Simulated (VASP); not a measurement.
**Cl: relaxation of cell and atoms with PBE+D3(BJ)**

The system is Cl.

```
CELL_PARAMETERS angstrom
3.25445 -2.05670 0.00000
3.25445 2.05670 0.00000
0.00000 0.00000 8.09213
ATOMIC_POSITIONS crystal
Cl 0.87655 0.12345 0.10777
Cl 0.62345 0.37655 0.60777
Cl 0.12345 0.87655 0.89223
Cl 0.37655 0.62345 0.39223
```

```yaml
Program: VASP 6.6.1
Task: relaxation of cell and atoms
Functional: PBE
Dispersion: D3(BJ)
Potentials_or_basis: VASP PAW PBE potentials, release 64 (Cl)
Cutoff: 520 eV
k_mesh: 4 × 4 × 2
Occupations: gaussian, width 0.02 eV
Spin: no spin polarisation
Further_INCAR_settings: ALGO = Fast; EDIFF = 1e-07; IBRION = 2; EDIFFG = -0.002; NSW = 80; ISIF = 3
```

```
Relaxed volume                         : 27.12 Å³/atom
Relaxed cell                           : a = 3.857 Å, b = 3.857 Å, c = 8.095 Å, α = 90.00°, β = 90.00°, γ = 64.27°
Space group after relaxing (to 0.05 Å) : Cmce (No. 64)
Energy gained by relaxing              : 0.0 meV/atom
Ionic steps                            : 13
Pressure after relaxing                : 0.0 GPa
Band gap on the k mesh                 : 2.34 eV, direct
Dispersion energy per atom             : -0.163 eV
```

Final structure:
```
CELL_PARAMETERS angstrom
3.26630 -2.05175 0.00000
3.26630 2.05175 0.00000
0.00000 0.00000 8.09486
ATOMIC_POSITIONS crystal
Cl 0.87631 0.12369 0.10777
Cl 0.62369 0.37631 0.60777
Cl 0.12369 0.87631 0.89223
Cl 0.37631 0.62369 0.39223
```

Levels at points of the mesh, in eV from the valence-band top:
```tsv
k point	band 11	band 12	band 13	band 14	band 15	band 16	band 17	band 18
(0.00, 0.00, 0.00)	-0.95	-0.36	-0.17	0.00	2.34	3.17	6.86	7.21
(0.50, 0.00, 0.00)	-0.83	-0.83	-0.31	-0.31	3.02	3.02	8.04	8.04
(0.50, 0.50, 0.00)	-1.40	-1.13	-0.40	-0.14	2.41	2.98	8.42	8.46
(0.00, 0.00, 0.50)	-0.80	-0.80	-0.08	-0.08	2.68	2.68	7.33	7.33
(0.50, 0.00, 0.50)	-0.58	-0.58	-0.07	-0.07	2.73	2.73	8.32	8.32
(0.50, 0.50, 0.50)	-0.89	-0.89	-0.72	-0.72	2.63	2.63	9.04	9.04
```

Run time: 3 min on 1 thread of Intel(R) Xeon(R) Platinum 8259CL CPU @ 2.50GHz (Skylake/Cascade Lake), on a shared host, peak memory 0.23 GiB.

Caveat: the k mesh is coarse (spacing up to 0.45 Å⁻¹), so the values aren't converged. A k mesh can miss the band edges.
